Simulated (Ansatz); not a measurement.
# Migration of N in C

All numbers below come from Ansatz, DFT PBE, scalar-relativistic, plane waves, PAW. (420 eV cutoff, 4×4×3 k-mesh, Gaussian smearing of 0.10 eV, no spin polarisation)

Host crystal, relaxed:

```cif
data_structure
_symmetry_space_group_name_H-M 'P 1'
_symmetry_Int_Tables_number 1
_cell_length_a 2.4665
_cell_length_b 2.4665
_cell_length_c 8.4654
_cell_angle_alpha 90.000
_cell_angle_beta 90.000
_cell_angle_gamma 120.000
_cell_volume 44.60
loop_
_atom_site_label
_atom_site_type_symbol
_atom_site_fract_x
_atom_site_fract_y
_atom_site_fract_z
_atom_site_occupancy
C1 C 0.00000 0.00000 0.25000 1
C2 C 0.00000 0.00000 0.75000 1
C3 C 0.33333 0.66667 0.25000 1
C4 C 0.66667 0.33333 0.75000 1
```

In a supercell of 28 host sites, interstitial N hops to an equivalent place, moving 1.10 Å between the relaxed ends. Climbing-image nudged elastic band at fixed cell with images 0 (start) to 4 (end), the path measured over all atoms, converged to 0.05 eV/Å; the order of the saddle wasn't checked, and the small cell leaves errors of about a tenth of an eV.

Supercell rows in host cell vectors: 3 1 0; -2 -3 0; 0 0 -1. N was set at (0.333, 0.667, 0.528) of the host cell.

At the relaxed start N has 2 C at 1.46 Å.

A cell with an odd number of electrons and no spin polarisation is a metal by construction and may be lower with spin.

What barrier does the band give, and what surrounds the atom at the top?

1.01 eV at image 3, where N has 1 C at 1.46 Å, 1 C at 1.87 Å, 1 C at 1.89 Å.

Cost: 1 run of about 30 core-minutes, on Intel Xeon Platinum 8488C (Sapphire Rapids) (shared hosts).